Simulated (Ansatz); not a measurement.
Rock-salt LiI

Calculation: RPBE (Ansatz, an electronic-structure program, PAW).

Settings: plane-wave cutoff 520 eV, 10×10×10 k mesh, Fermi–Dirac smearing 0.01 eV, scalar-relativistic PAW data made under PBE.

Cell: measured lattice: a = 6.0120 Å, b = 6.0120 Å, c = 6.0120 Å, α = 90.00°, β = 90.00°, γ = 90.00°.

For rock-salt LiI, the band gap comes out as 4.44 eV and the smallest direct gap on the k points sampled comes out as 4.45 eV. The width of the whole s-p valence band comes out as 11.61 eV.

Measured, for comparison: band gap 6.4 eV (temperature not stated, no zero-point or thermal correction, our sources range from 6.10 to 6.40; as tabulated in Aguado et al. (1998), arXiv:cond-mat/9809176).

Note: cell and atoms aren't relaxed at this level (pressure 1.3 GPa).

Spin–orbit coupling is not included; with these elements it can move the gap by several tenths of an eV or more.

Static lattice: no zero-point or thermal effects.

The result took very roughly 7 core-seconds.
